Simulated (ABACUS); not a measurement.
# TePb (Fm-3m) in ABACUS: a series of runs

One crystal, TePb, is run at these levels: revTPSS; tasks: band structure, equation of state.

Program: ABACUS 3.10.1. These are calculated values, not measurements. Logs are shortened: lines on timing, memory, paths and dates and some standing lists are left out, and cuts for length are marked.

**What was measured.**

A printed reference work, monograph reports, for a bulk crystal of TePb at 4.2 K: band gap 0.19 eV (direct).

How close the calculation comes is told below.

## Step 1: The crystal as given

Symmetry: Fm-3m, No. 225, cubic system. The conventional cell has a = 6.462 Å, b = 6.462 Å, c = 6.462 Å, α = 90.00°, β = 90.00°, γ = 90.00°. Pb (site symmetry m-3m) has 6 Te at 3.23 Å as nearest neighbours. Around Te (site symmetry m-3m) lie 6 Pb at 3.23 Å.

## Step 2: Band structure, revTPSS

File INPUT:

```
INPUT_PARAMETERS
suffix              TePb
calculation         nscf
basis_type          pw
pseudo_dir          ./
symmetry            -1
dft_functional      MGGA_X_REVTPSS+MGGA_C_REVTPSS
ecutwfc             96.0
pseudo_rcut         10
nspin               1
nbands              25
ks_solver           dav
smearing_method     fd
smearing_sigma      0.00367493
scf_thr             1e-08
scf_nmax            100
mixing_type         broyden
mixing_beta         0.7
mixing_tau          1
init_chg            file
pw_diag_thr         1e-07
out_band            1
kpar                4
```

File STRU:

```
ATOMIC_SPECIES
Pb 207.2000 Pb_ONCV_PBE-1.2.upf
Te 127.6000 Te_ONCV_PBE-1.2.upf

LATTICE_CONSTANT
1.8897261246

LATTICE_VECTORS
0.0000000000 3.2310000000 3.2310000000
3.2310000000 0.0000000000 3.2310000000
3.2310000000 3.2310000000 0.0000000000

ATOMIC_POSITIONS
Cartesian

Pb
0.0
1
0.0000000000 0.0000000000 0.0000000000 1 1 1

Te
0.0
1
3.2310000000 3.2310000000 3.2310000000 1 1 1
```

File KPT:

```
K_POINTS
12
Line
0.00000000 0.00000000 0.00000000 10 // G
0.50000000 0.00000000 0.50000000 10 // X
0.50000000 0.25000000 0.75000000 10 // W
0.37500000 0.37500000 0.75000000 10 // K
0.00000000 0.00000000 0.00000000 10 // G
0.50000000 0.50000000 0.50000000 10 // L
0.62500000 0.25000000 0.62500000 10 // U
0.50000000 0.25000000 0.75000000 10 // W
0.50000000 0.50000000 0.50000000 10 // L
0.37500000 0.37500000 0.75000000 1 // K
0.62500000 0.25000000 0.62500000 10 // U
0.50000000 0.00000000 0.50000000 1 // X
```

Potentials or basis: SG15 ONCV 1.2 PBE, plane waves.

Run with:

```bash
> OMP_NUM_THREADS=1 mpirun -np 4 abacus > log
```

running log:

```text
ABACUS v3.10.1

               Atomic-orbital Based Ab-initio Computation at UStc

 ------------------------------------------------------------------------------------

 READING GENERAL INFORMATION
                           global_out_dir = OUT.TePb/
                           global_in_card = INPUT
                               pseudo_dir = ./
[... 8 lines left out ...]

 READING ATOM TYPE 1
                               atom label = Pb
                      L=0, number of zeta = 1
                      L=1, number of zeta = 1
                      L=2, number of zeta = 1
             number of atom for this type = 1

 READING ATOM TYPE 2
                               atom label = Te
                      L=0, number of zeta = 1
                      L=1, number of zeta = 1
                      L=2, number of zeta = 1
             number of atom for this type = 1

                        TOTAL ATOM NUMBER = 2
CARTESIAN COORDINATES ( UNIT =       1.889726124600 Bohr ).
    atom                   x                   y                   z     mag                  vx                  vy                  vz
tauc_Pb1            0.0000000000        0.0000000000        0.0000000000  0.0000        0.0000000000        0.0000000000        0.0000000000
tauc_Te1            3.2310000000        3.2310000000        3.2310000000  0.0000        0.0000000000        0.0000000000        0.0000000000

                          Volume (Bohr^3) = 455.237
                             Volume (A^3) = 67.4591

 Lattice vectors: (Cartesian coordinate: in unit of a_0)
                   +0              +3.231              +3.231
               +3.231                  +0              +3.231
               +3.231              +3.231                  +0
 Reciprocal vectors: (Cartesian coordinate: in unit of 2 pi/a_0)
            -0.154751           +0.154751           +0.154751
            +0.154751           -0.154751           +0.154751
            +0.154751           +0.154751           -0.154751
 The esolver type has been set to : ksdft_pw

                PAO radial cut off (Bohr) = 10

 Read in pseudopotential file is Pb_ONCV_PBE-1.2.upf
                     pseudopotential type = NC
          exchange-correlation functional = PBE
                 nonlocal core correction = 0
                        valence electrons = 14
                                     lmax = 3
                           number of zeta = 0
                     number of projectors = 8
                           L of projector = 0
                           L of projector = 0
                           L of projector = 1
                           L of projector = 1
                           L of projector = 2
                           L of projector = 2
                           L of projector = 3
                           L of projector = 3
 XC functional updated to : MGGA_X_REVTPSS+MGGA_C_REVTPSS
          exchange-correlation functional = MGGA_X_REVTPSS+MGGA_C_REVTPSS
                PAO radial cut off (Bohr) = 10

 Read in pseudopotential file is Te_ONCV_PBE-1.2.upf
                     pseudopotential type = NC
          exchange-correlation functional = PBE
                 nonlocal core correction = 0
                        valence electrons = 16
                                     lmax = 2
                           number of zeta = 0
                     number of projectors = 6
                           L of projector = 0
                           L of projector = 0
                           L of projector = 1
                           L of projector = 1
                           L of projector = 2
                           L of projector = 2
 XC functional updated to : MGGA_X_REVTPSS+MGGA_C_REVTPSS
          exchange-correlation functional = MGGA_X_REVTPSS+MGGA_C_REVTPSS
     initial pseudo atomic orbital number = 0

 SETUP THE ELECTRONS NUMBER
            electron number of element Pb = 14
      total electron number of element Pb = 14
            electron number of element Te = 16
      total electron number of element Te = 16
            AUTOSET number of electrons:  = 30
                           occupied bands = 15
                                   NBANDS = 25
                                   NLOCAL = 18

%%%%%%%%%%%%%%%%%%%%%%%%%%%%%%%%%%%%%%%%%%%%%%%%%%%%%%%%%%%%%%%%%%%%%%%%%%%%%%%%%%%%%%%%%%%%%%%%%%%%%%%%%%
 Warning: the number of valence electrons in pseudopotential > 4 for Pb: [Xe] 4f14 5d10 6s2 6p2
 Warning: the number of valence electrons in pseudopotential > 6 for Te: [Kr] 4d10 5s2 5p4
 Pseudopotentials with additional electrons can yield (more) accurate outcomes, but may be less efficient.
 If you're confident that your chosen pseudopotential is appropriate, you can safely ignore this warning.
%%%%%%%%%%%%%%%%%%%%%%%%%%%%%%%%%%%%%%%%%%%%%%%%%%%%%%%%%%%%%%%%%%%%%%%%%%%%%%%%%%%%%%%%%%%%%%%%%%%%%%%%%%

 SETUP THE PLANE WAVE BASIS
 energy cutoff for charge/potential (unit:Ry) = 384
            fft grid for charge/potential = [ 54, 54, 54 ]
                        fft grid division = [ 1, 1, 1 ]
        big fft grid for charge/potential = [ 54, 54, 54 ]
                                     nbxx = 157464
                                     nrxx = 157464

 SETUP PLANE WAVES FOR CHARGE/POTENTIAL
                    number of plane waves = 57655
                         number of sticks = 1969

 PARALLEL PW FOR CHARGE/POTENTIAL
     PROC   COLUMNS(POT)             PW
        1           1969          57655
 --------------- sum -------------------
        1           1969          57655
                            number of |g| = 486
                                  max |g| = 34.6765
                                  min |g| = 0

----------- Double Check Mixing Parameters Begin ------------
mixing_type: broyden
mixing_beta: 0.7
mixing_gg0: 1
mixing_gg0_min: 0.1
mixing_ndim: 8
----------- Double Check Mixing Parameters End ------------

 SETUP K-POINTS
                                    nspin = 1
                                   nkstot = 102
K-POINTS DIRECT COORDINATES
 KPOINTS    DIRECT_X    DIRECT_Y    DIRECT_Z  WEIGHT
       1  0.00000000  0.00000000  0.00000000  1.0000
       2  0.05000000  0.00000000  0.05000000  1.0000
       3  0.10000000  0.00000000  0.10000000  1.0000
       4  0.15000000  0.00000000  0.15000000  1.0000
       5  0.20000000  0.00000000  0.20000000  1.0000
       6  0.25000000  0.00000000  0.25000000  1.0000
[... 22 lines left out ...]
      29  0.40000000  0.35000000  0.75000000  1.0000
      30  0.38750000  0.36250000  0.75000000  1.0000
[... 72 further k points ...]

           k-point number in this process = 26
       minimum distributed K point number = 25

[... K-POINTS CARTESIAN COORDINATES: 26 rows ...]

[... K-POINTS DIRECT COORDINATES: 26 rows ...]

 SETUP PLANE WAVES FOR WAVE FUNCTIONS
     energy cutoff for wavefunc (unit:Ry) = 96
              fft grid for wave functions = [ 54, 54, 54 ]
                    number of plane waves = 8609
                         number of sticks = 559

 PARALLEL PW FOR WAVE FUNCTIONS
     PROC   COLUMNS(POT)             PW
        1            559           8609
 --------------- sum -------------------
        1            559           8609

 SETUP NONLOCAL PSEUDOPOTENTIALS IN PLANE WAVE BASIS
 Pb non-local projectors:
 projector 1 L=0
 projector 2 L=0
 projector 3 L=1
 projector 4 L=1
 projector 5 L=2
 projector 6 L=2
 projector 7 L=3
 projector 8 L=3
 Te non-local projectors:
 projector 1 L=0
 projector 2 L=0
 projector 3 L=1
 projector 4 L=1
 projector 5 L=2
 projector 6 L=2
      TOTAL NUMBER OF NONLOCAL PROJECTORS = 50

 Init Non-Local PseudoPotential table :
 Init Non-Local-Pseudopotential done.

                                     npwx = 7283

 -------------------------------------------
 NONSELF-CONSISTENT
 -------------------------------------------
                                 init_chg = file
 try to read charge from file
 Read in the charge density: OUT.TePb//TePb-CHARGE-DENSITY.restart
 try to read kinetic energy density from file
 Read in the kinetic energy density: OUT.TePb//TePb-TAU-DENSITY.restart

 PW ALGORITHM --------------- ION=   1  ELEC=   1--------------------------------

 k(1/102) Iter steps (avg)=12 threshold=1e-07

 k(2/102) Iter steps (avg)=12 threshold=1e-07
 k(3/102) Iter steps (avg)=12 threshold=1e-07
 k(4/102) Iter steps (avg)=13 threshold=1e-07
 k(5/102) Iter steps (avg)=15 threshold=1e-07

 k(6/102) Iter steps (avg)=20 threshold=1e-07
 k(7/102) Iter steps (avg)=25 threshold=1e-07
 k(8/102) Iter steps (avg)=20 threshold=1e-07
 k(9/102) Iter steps (avg)=19 threshold=1e-07
 k(10/102) Iter steps (avg)=18 threshold=1e-07
 k(11/102) Iter steps (avg)=18 threshold=1e-07
 k(12/102) Iter steps (avg)=19 threshold=1e-07
 k(13/102) Iter steps (avg)=21 threshold=1e-07
 k(14/102) Iter steps (avg)=20 threshold=1e-07
 k(15/102) Iter steps (avg)=21 threshold=1e-07
 k(16/102) Iter steps (avg)=20 threshold=1e-07
 k(17/102) Iter steps (avg)=17 threshold=1e-07
 k(18/102) Iter steps (avg)=15 threshold=1e-07
 k(19/102) Iter steps (avg)=14 threshold=1e-07
 k(20/102) Iter steps (avg)=14 threshold=1e-07
 k(21/102) Iter steps (avg)=14 threshold=1e-07
 k(22/102) Iter steps (avg)=15 threshold=1e-07
 k(23/102) Iter steps (avg)=15 threshold=1e-07
 k(24/102) Iter steps (avg)=16 threshold=1e-07
 k(25/102) Iter steps (avg)=16 threshold=1e-07
 k(26/102) Iter steps (avg)=16 threshold=1e-07
[... levels at 26 k points of this process ...]

 Density error is 0.00000000000
                          Error Threshold = 1.00000000000e-07
----------------------------------------------------------
     Energy           Rydberg                 eV
----------------------------------------------------------
 E_KohnSham     -287.1613996467      -3907.0312808499
 E_KS(sigma->0) -287.1613990646      -3907.0312729300
 E_Harris       -287.1613996467      -3907.0312808499
 E_band         -20.8894356851       -284.2153533219
 E_one_elec     -112.3111221647      -1528.0712102140
 E_Hartree      66.6928849376        907.4032512102
 E_xc           -31.8574702193       -433.4431188482
 E_Ewald        -209.6856910361      -2852.9201871582
 E_entropy(-TS) -0.0000011642        -0.0000158397
 E_descf        0.0000000000         0.0000000000
 E_exx          0.0000000000         0.0000000000
 E_Fermi        0.7332151846         9.9759043706
----------------------------------------------------------

 charge density convergence is achieved
 final etot is -3907.0312808 eV
 EFERMI = 9.9759043706 eV

 STATE ENERGY(eV) AND OCCUPATIONS    NSPIN == 1
 1/26 kpoint (Cartesian) = 0.0000 0.0000 0.0000 (7239 pws)
       1       -26.1513      0.0196078
       2       -26.1513      0.0196078
       3       -26.1437      0.0196078
       4       -26.1437      0.0196078
       5       -26.1437      0.0196078
       6       -6.89577      0.0196078
[... 17 lines left out ...]
      24        17.9841    5.42188e-72
      25        17.9841    5.42187e-72

 2/26 kpoint (Cartesian) = 0.0000 0.015475 0.0000 (7271 pws)
       1       -26.1513      0.0196078
       2       -26.1513      0.0196078
       3       -26.1437      0.0196078
       4       -26.1437      0.0196078
       5       -26.1437      0.0196078
       6       -6.89691      0.0196078
[... 17 lines left out ...]
      24        18.0114    3.14044e-72
      25        18.3920    1.55386e-75

 3/26 kpoint (Cartesian) = 0.0000 0.030950 0.0000 (7251 pws)
       1       -26.1513      0.0196078
       2       -26.1513      0.0196078
       3       -26.1438      0.0196078
       4       -26.1436      0.0196078
       5       -26.1436      0.0196078
       6       -6.90042      0.0196078
[... 17 lines left out ...]
      24        18.0934    6.09539e-73
      25        19.5145    2.76384e-85

 4/26 kpoint (Cartesian) = 0.0000 0.046425 0.0000 (7243 pws)
       1       -26.1513      0.0196078
       2       -26.1513      0.0196078
       3       -26.1438      0.0196078
       4       -26.1435      0.0196078
       5       -26.1435      0.0196078
       6       -6.90644      0.0196078
[... 17 lines left out ...]
      24        18.6100    1.98513e-77
      25        20.9567        0.00000

 5/26 kpoint (Cartesian) = 0.0000 0.061900 0.0000 (7271 pws)
       1       -26.1514      0.0196078
       2       -26.1512      0.0196078
       3       -26.1438      0.0196078
       4       -26.1434      0.0196078
       5       -26.1434      0.0196078
       6       -6.91495      0.0196078
[... 17 lines left out ...]
      24        19.4959    4.00924e-85
      25        22.5015        0.00000

 6/26 kpoint (Cartesian) = 0.0000 0.077375 0.0000 (7283 pws)
       1       -26.1514      0.0196078
       2       -26.1511      0.0196078
       3       -26.1439      0.0196078
       4       -26.1432      0.0196078
       5       -26.1432      0.0196078
       6       -6.92553      0.0196078
[... 17 lines left out ...]
      24        20.4602        0.00000
      25        23.8346        0.00000

[... levels at 20 further k points ...]

 --------------------------------------------
 !FINAL_ETOT_IS -3907.031280849872 eV
 --------------------------------------------

 Output bands in file: OUT.TePb/BANDS_1.dat
```

Run time: 1.9 min. Hardware: 4 MPI ranks of Intel Xeon Platinum 8488C (Sapphire Rapids), shared host; peak memory 0.84 GiB.

Results:

```
Band gap along the path : 0.80 eV, direct
```

Levels at the corners of the path, in eV from the Fermi level:
```tsv
point	band 12	band 13	band 14	band 15	band 16	band 17	band 18	band 19
Γ	-5.97	-1.67	-1.67	-1.67	3.82	3.82	3.82	5.60
X	-7.66	-4.90	-3.15	-3.15	2.90	5.22	5.22	6.41
W	-8.36	-4.17	-4.17	-0.71	1.44	4.89	4.89	6.61
K	-8.34	-4.51	-2.64	-2.44	3.26	3.56	4.84	5.64
Γ	-5.97	-1.67	-1.67	-1.67	3.82	3.82	3.82	5.60
L	-8.97	-1.23	-1.23	-0.40	0.40	1.04	1.04	8.00
U	-8.34	-4.51	-2.64	-2.44	3.26	3.56	4.84	5.64
W	-8.36	-4.17	-4.17	-0.71	1.44	4.89	4.89	6.61
L	-8.97	-1.23	-1.23	-0.40	0.40	1.04	1.04	8.00
K	-8.34	-4.51	-2.64	-2.44	3.26	3.56	4.84	5.64
U	-8.34	-4.51	-2.64	-2.44	3.26	3.56	4.84	5.64
X	-7.66	-4.90	-3.15	-3.15	2.90	5.22	5.22	6.41
```

Caveat: the density is read from an earlier self-consistent run, whose mesh may be coarse; the potentials were made for another functional, which shifts forces and pressure; spin-orbit coupling is left out, which moves the levels of the heavy elements.

## Step 3: Equation of state, revTPSS, 31.71 Å³/atom (volume scaled by 0.94)

File run_abacus.py:

```python
"""ABACUS run from a structure file: ASE reads it, the script writes STRU, KPT and INPUT."""
import re
import subprocess
from ase.io import read
from ase.units import Bohr

atoms = read("TePb.xyz")
atoms = atoms[(-atoms.numbers).argsort(kind="stable")]  # ABACUS lists atoms element by element
pseudo = {'Pb': 'Pb_ONCV_PBE-1.2.upf', 'Te': 'Te_ONCV_PBE-1.2.upf'}
orbital = {}
magmoms = None
kmesh = [4, 4, 4]
params = {
    'suffix': 'TePb',
    'calculation': 'scf',
    'basis_type': 'pw',
    'pseudo_dir': './',
    'symmetry': 1,
    'dft_functional': 'MGGA_X_REVTPSS+MGGA_C_REVTPSS',
    'ecutwfc': 96,
    'pseudo_rcut': 10,
    'nspin': 1,
    'nbands': 19,
    'ks_solver': 'dav',
    'smearing_method': 'fd',
    'smearing_sigma': 0.00367493,
    'scf_thr': 1e-08,
    'scf_nmax': 100,
    'mixing_type': 'broyden',
    'mixing_beta': 0.7,
    'cal_force': 1,
    'cal_stress': 1,
    'mixing_tau': 1,
    'kpar': 4,
}

symbols = atoms.get_chemical_symbols()
elements = list(dict.fromkeys(symbols))
lines = ["ATOMIC_SPECIES"] + [f"{e} {atoms.get_masses()[symbols.index(e)]:.4f} {pseudo[e]}" for e in elements]
if orbital:
    lines += ["", "NUMERICAL_ORBITAL"] + [orbital[e] for e in elements]
lines += ["", "LATTICE_CONSTANT", f"{1 / Bohr:.10f}", "", "LATTICE_VECTORS"]
lines += [" ".join(f"{x:.10f}" for x in v) for v in atoms.cell]
lines += ["", "ATOMIC_POSITIONS", "Direct"]
for e in elements:
    lines += ["", e, "0.0", str(symbols.count(e))]
    for i, p in enumerate(atoms.get_scaled_positions(wrap=False)):
        if symbols[i] == e:
            mag = "" if magmoms is None else " mag " + " ".join(str(x) for x in (magmoms[i] if isinstance(magmoms[i], list) else [magmoms[i]]))
            lines.append(" ".join(f"{x:.10f}" for x in p) + " 1 1 1" + mag)
open("STRU", "w").write("\n".join(lines) + "\n")
open("KPT", "w").write("K_POINTS\n0\nGamma\n%d %d %d 0 0 0\n" % tuple(kmesh))
open("INPUT", "w").write("INPUT_PARAMETERS\n" + "".join(f"{k:<20s}{v}\n" for k, v in params.items()))

done = subprocess.run(['mpirun', '-np', '4', 'abacus'])
if done.returncode:
    raise SystemExit(done.returncode)
log = open("OUT.TePb/running_scf.log").read()
print("final energy (eV):", re.findall(r"FINAL_ETOT_IS (\S+)", log))
```

File TePb.xyz:

```xyz
2
Lattice="0.0000000000 3.1650427173 3.1650427173 3.1650427173 0.0000000000 3.1650427173 3.1650427173 3.1650427173 0.0000000000" Properties=species:S:1:pos:R:3 pbc="T T T"
Pb     0.0000000000      0.0000000000      0.0000000000
Te     3.1650427173      3.1650427173      3.1650427173
```

Potentials or basis: SG15 ONCV 1.2 PBE, plane waves.

Run with:

```bash
> OMP_NUM_THREADS=1 python run_abacus.py > log
```

Wall time 21 s (4 MPI ranks of Intel Xeon Platinum 8488C (Sapphire Rapids), shared host); peak memory 0.6 GiB.

Results (log left out):

```
Free energy            : -3906.0101 eV
Pressure               : 3.5 GPa
Band gap on the k mesh : 0.64 eV, direct
```

Caveat: the k mesh is coarse (spacing up to 0.43 Å⁻¹), so the values aren't converged; the potentials were made for another functional, which shifts forces and pressure; spin-orbit coupling is left out, which as a rule narrows the gap of such compounds by several tenths of an eV.

## Step 4: Equation of state, revTPSS, 32.38 Å³/atom (volume scaled by 0.96)

run_abacus.py is that of step 3.

File TePb.xyz:

```xyz
2
Lattice="0.0000000000 3.1873324849 3.1873324849 3.1873324849 0.0000000000 3.1873324849 3.1873324849 3.1873324849 0.0000000000" Properties=species:S:1:pos:R:3 pbc="T T T"
Pb     0.0000000000      0.0000000000      0.0000000000
Te     3.1873324849      3.1873324849      3.1873324849
```

Run with:

```bash
> OMP_NUM_THREADS=1 python run_abacus.py > log
```

Wall time 21 s (4 MPI ranks of Intel Xeon Platinum 8488C (Sapphire Rapids), shared host); peak memory 0.6 GiB.

The run converged. Its results:

```yaml
Free_energy: -3906.0346 eV
Pressure: 2.3 GPa
Band_gap_on_the_k_mesh: 0.70 eV, direct
```

Caveat: the k mesh is coarse (spacing up to 0.43 Å⁻¹), so the values aren't converged; the potentials were made for another functional, which shifts forces and pressure; spin-orbit coupling is left out, which as a rule narrows the gap of such compounds by several tenths of an eV.

## Step 5: Equation of state, revTPSS, 33.05 Å³/atom (volume scaled by 0.98)

run_abacus.py is that of step 4.

File TePb.xyz:

```xyz
2
Lattice="0.0000000000 3.2093147829 3.2093147829 3.2093147829 0.0000000000 3.2093147829 3.2093147829 3.2093147829 0.0000000000" Properties=species:S:1:pos:R:3 pbc="T T T"
Pb     0.0000000000      0.0000000000      0.0000000000
Te     3.2093147829      3.2093147829      3.2093147829
```

Run with:

```bash
> OMP_NUM_THREADS=1 python run_abacus.py > log
```

Run time: 21 s. Hardware: 4 MPI ranks of Intel Xeon Platinum 8488C (Sapphire Rapids), shared host; peak memory 0.6 GiB.

Results (log left out):

```yaml
Free_energy: -3906.0498 eV
Pressure: 1.3 GPa
Band_gap_on_the_k_mesh: 0.75 eV, direct
```

Caveat: the k mesh is coarse (spacing up to 0.42 Å⁻¹), so the values aren't converged; the potentials were made for another functional, which shifts forces and pressure; spin-orbit coupling is left out, which as a rule narrows the gap of such compounds by several tenths of an eV.

(Part 1 of 2 ends here.)
